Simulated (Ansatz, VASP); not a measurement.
One calculation of LiH, two programs

The input POSCAR:

```
LiH
1.0
    0.0000000000      2.1451220117      2.1451220117
    2.1451220117      0.0000000000      2.1451220117
    2.1451220117      2.1451220117      0.0000000000
Li H
1 1
Direct
    0.0000000000      0.0000000000      0.0000000000
    0.2500000000      0.2500000000      0.2500000000
```

INCAR.step1

```
  PREC = Accurate
  ENCUT = 520
  EDIFF = 1E-5
  ISMEAR = 0
  SIGMA = 0.01
  LREAL = False
  LASPH = True
  NELM = 80
  ALGO = Normal
  ISIF = 2
  LWAVE = True
  LCHARG = False
  GGA = PE
  NBANDS = 9
```

INCAR.step2

```
  PREC = Accurate
  ENCUT = 520
  EDIFF = 1E-7
  ISMEAR = 0
  SIGMA = 0.01
  LREAL = False
  LASPH = True
  NELM = 80
  ALGO = Normal
  ISIF = 2
  LWAVE = False
  LCHARG = False
  GGA = PE
  LHFCALC = True
  HFSCREEN = 0.2079
  PRECFOCK = Normal
  ISTART = 1
  NBANDS = 9
```

The input KPOINTS:

```
Automatic mesh
0
Gamma
  6 6 6
```

Input for Ansatz:

```yaml
crystal:
  lattice:
    - [0.0, 2.1451220117, 2.1451220117]
    - [2.1451220117, 0.0, 2.1451220117]
    - [2.1451220117, 2.1451220117, 0.0]
  atoms:
    - { symbol: Li, position: [0.0, 0.0, 0.0] }
    - { symbol: H, position: [0.25, 0.25, 0.25] }
kpoints:
  mp_grid: { grid: [6, 6, 6] }
  band_path:
    path:
      - [0.0, 0.0, 0.0]
      - [-0.5, -0.5, 0.0]
      - [-0.375, -0.375, 0.25]
      - [-0.375, 0.0, 0.375]
      - [0.0, 0.0, 0.5]
      - [-0.5, -0.25, 0.25]
      - [0.25, -0.5, -0.25]
      - [-0.15, -0.075, 0.425]
    npoints: 1
hamiltonian:
  xc: hse06
scf:
  occupations: { method: fixed }
  n_extra_bands: 4
output:
  forces: true
  stress: true
  eigenvalues: true
```

Alike in both runs: task single point; functional HSE06; k mesh 6 × 6 × 6; no spin polarisation.

```csv
,VASP,Ansatz
version,VASP 6.6.1,Ansatz 0.2.0
potentials or method,"VASP PAW PBE potentials, release 64 (Li_sv, H)","plane waves, PAW"
plane-wave cutoff (eV),520,420
occupations,"gaussian, width 0.01 eV",fixed
valence electrons in the cell,4,4
```

```csv
,VASP,Ansatz,Ansatz less VASP
gap on the k mesh at the Fermi level (eV),5.35,5.35,0.000
```

Ansatz warned: «stress_exchange_threshold_loose».

Caveats: the k mesh is coarse (spacing up to 0.42 Å⁻¹), so the values aren't converged, least of all with exact exchange. A k mesh can miss the band edges.
